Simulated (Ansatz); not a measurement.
Level of theory: DFT PBE, scalar-relativistic, plane waves, PAW (Ansatz 0.2.0). All cells share a 420 eV cutoff and Γ-centred k meshes spaced at most about 0.3 Å⁻¹ (about 0.25 or finer for metals, 2π included). No spin polarisation.

These are static total energies at zero pressure.

Question: Order these relaxed structures of SiGe5 by energy, lowest first, with the energy over the lowest of them.
A.

Space group P6/mmm (No. 191). a = 5.280 Å, b = 5.280 Å, c = 5.168 Å, α = 90.00°, β = 90.00°, γ = 120.00°
| atom | site | symmetry | x | y | z |
| --- | --- | --- | --- | --- | --- |
| Si | 1a | 6/mmm | 0.0000 | 0.0000 | 0.0000 |
| Ge | 3g | mmm | 0.0000 | 0.5000 | 0.5000 |
| Ge | 2c | -6m2 | 0.3333 | 0.6667 | 0.0000 |

B.

Space group Pmmm (No. 47). a = 3.134 Å, b = 3.630 Å, c = 9.892 Å, α = 90.00°, β = 90.00°, γ = 90.00°
```csv
atom,site,symmetry,x,y,z
Si,1h,mmm,0.5000,0.5000,0.5000
Ge,1a,mmm,0.0000,0.0000,0.0000
Ge,2t,mm2,0.5000,0.5000,0.1654
Ge,2q,mm2,0.0000,0.0000,0.3507
```

C.

Space group P3m1 (No. 156). a = 4.035 Å, b = 4.035 Å, c = 9.880 Å, α = 90.00°, β = 90.00°, γ = 120.00°
```json
{"atom": "Si", "site": "1a", "symmetry": "3m.", "x": "0.0000", "y": "0.0000", "z": "0.0002"}
{"atom": "Ge", "site": "1c", "symmetry": "3m.", "x": "0.6667", "y": "0.3333", "z": "0.3314"}
{"atom": "Ge", "site": "1c", "symmetry": "3m.", "x": "0.6667", "y": "0.3333", "z": "0.5832"}
{"atom": "Ge", "site": "1a", "symmetry": "3m.", "x": "0.0000", "y": "0.0000", "z": "0.2456"}
{"atom": "Ge", "site": "1b", "symmetry": "3m.", "x": "0.3333", "y": "0.6667", "z": "0.6685"}
{"atom": "Ge", "site": "1b", "symmetry": "3m.", "x": "0.3333", "y": "0.6667", "z": "0.9212"}
```

Answer: C (0 meV/atom), B (370 meV/atom), A (568 meV/atom). Counting Ge atoms around Si (those within 1.25 times the shortest such distance or 1.15 times the sum of covalent radii, 1.27 where that leaves under three; a plus sign parts nearer from farther groups; the shortest distance is added where it exceeds 1.18 times the sum of covalent radii): C has Si 4; B has Si 8+2 from 2.8 Å; A has Si 6+12 from 3.0 Å. All come from invented guesses.

Cells relaxed within their symmetry can be saddle points. Some types were kept out of the candidates beforehand, so the set may lack a known form.
